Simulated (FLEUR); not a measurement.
## Fe in FLEUR: the effect of fixed moment

The system is Fe.

```
Fe
1.0
     2.43416    0.00000    0.00000
    -1.21708    2.10804    0.00000
     0.00000    0.00000    3.84193
Fe
2
Direct
  0.66667 0.33333 0.75000
  0.33333 0.66667 0.25000
```

This isn't the form of Fe at room conditions, which is bcc.

Alike in all runs:

- Program: FLEUR MaX-R8.1 (later development tree)
- Task: single point
- Functional: PBE
- Potentials or basis: all-electron
- Basis: FLAPW
- Kmax: 4.76 1/bohr
- k mesh: 10 × 10 × 6
- Occupations: fermi-dirac, width 0.05 eV
- Spin: collinear spin, ferromagnetic start
- Starting moments: [3.0, 3.0] μB

```csv
fixed moment,energy over the lowest run (meV/atom)
1.2,0.0
2.4,137.2
3.6,286.3
4.8,406.7
6,758.2
7.2,?
```

Q: What does the run with fixed moment 7.2 give?

A: Energy over the lowest run 1784.8 meV/atom.

Worked out: A parabola through the other rows of the energy over the lowest run, of slope 292 meV/atom per unit of fixed moment there, extrapolates to 1053.4 meV/atom, against the run's 1784.8. The fit is too stiff a form for this range.

Caveats: the total moment is fixed, so each spin has its own Fermi level.
